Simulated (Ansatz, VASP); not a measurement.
## One calculation of NaCl, two programs

File POSCAR:

```
NaCl
1.0
    0.0000000000      3.2113811431      2.8320051359
    3.2113811431      0.0000000000      2.8320051359
    3.2113811431      3.2113811431      0.0000000000
Na Cl
1 1
Direct
    0.0000000000      0.0000000000      0.0000000000
    0.2500000000      0.2500000000      0.2500000000
```

The input INCAR.step1:

```
SYSTEM = NaCl
  PREC = Accurate
  ENCUT = 520
  ISMEAR = 0
  SIGMA = 0.01
  LREAL = .FALSE.
  LASPH = .TRUE.
  NELM = 100
  NBANDS = 14
  GGA = PE
  ALGO = Normal
  EDIFF = 1E-4
  LWAVE = .TRUE.
  LCHARG = .FALSE.
```

File INCAR.step2:

```
SYSTEM = NaCl
  PREC = Accurate
  ENCUT = 520
  EDIFF = 1E-6
  ISMEAR = 0
  SIGMA = 0.01
  LREAL = .FALSE.
  LASPH = .TRUE.
  NELM = 100
  ALGO = Normal
  ISIF = 2
  LWAVE = .FALSE.
  LCHARG = .FALSE.
  METAGGA = R2SCAN
  LMIXTAU = .TRUE.
  NBANDS = 14
  ISTART = 1
```

File KPOINTS:

```
Automatic mesh
0
G
  8 8 8
  0 0 0
```

Input for Ansatz:

```yaml
crystal:
  lattice:
    - [0.0, 3.2113811431, 2.8320051359]
    - [3.2113811431, 0.0, 2.8320051359]
    - [3.2113811431, 3.2113811431, 0.0]
  atoms:
    - { symbol: Na, position: [0.0, 0.0, 0.0] }
    - { symbol: Cl, position: [0.25, 0.25, 0.25] }
kpoints:
  mp_grid: { grid: [8, 8, 8] }
  band_path:
    path:
      - [0.0, 0.0, 0.0]
      - [-0.5, -0.5, 0.0]
      - [-0.375, -0.375, 0.25]
      - [-0.375, 0.0, 0.375]
      - [0.0, 0.0, 0.5]
      - [-0.5, -0.25, 0.25]
    npoints: 1
hamiltonian:
  xc: r2scan
scf:
  occupations: { method: fixed }
  n_extra_bands: 4
output:
  forces: true
  stress: true
  eigenvalues: true
```

Change from the starting cell: epitaxial_xy strain +4.0%.

Alike in both runs: task single point; functional r2SCAN; k mesh 8 × 8 × 8; no spin polarisation.

|  | VASP | Ansatz |
| --- | --- | --- |
| version | VASP 6.6.1 | Ansatz 0.2.0 |
| potentials or method | VASP PAW PBE potentials, release 64 (Na_pv, Cl) | plane waves, PAW |
| plane-wave cutoff (eV) | 520 | 500 |
| occupations | gaussian, width 0.01 eV | fixed |
| valence electrons in the cell | 14 | 16 |

|  | VASP | Ansatz | Ansatz less VASP |
| --- | --- | --- | --- |
| gap on the k mesh at the Fermi level (eV) | 5.50 | 5.48 | -0.015 |
| pressure (GPa) | -0.1 | 0.0 | +0.12 |

The two sets of potentials don't hold the same shells in valence.

Caveats: the PAW data sets were made with another functional, which shifts forces and pressure a little (VASP). A k mesh can miss the band edges.
